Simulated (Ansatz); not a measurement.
Ti2C:

```
Ti C
1.0
     1.54070    0.88952    4.81377
    -1.54070    0.88952    4.81377
     0.00000   -1.77905    4.81377
Ti C
2 1
Cartesian
  0.0000 0.0000 10.8960
  0.0000 0.0000 3.5453
  0.0000 0.0000 7.2207
```

The cell comes from a database or a generator and needn't be the stable form of this composition.

Program: Ansatz 0.2.0. Alike in all runs: task band structure; no spin polarisation; cell as given; k mesh 10 × 10 × 10; smearing fermi-dirac 0.05 eV.

Order these runs on this cell by their pressure, lowest first.
A. level r2SCAN; potentials or basis Ansatz PAW; cutoff (eV) 500
B. level LDA; potentials or basis Ansatz PAW; cutoff (eV) 420
C. level PBEsol; potentials or basis JTH PAW; cutoff (eV) 1230

B (-9.3 GPa), C (-4.1 GPa), A (-0.4 GPa).

Caveats: the PAW data sets come from PBE, with cores solved anew for the run's functional, which leaves a small shift of forces and pressure (some runs).

Not every run made on this cell is shown here.
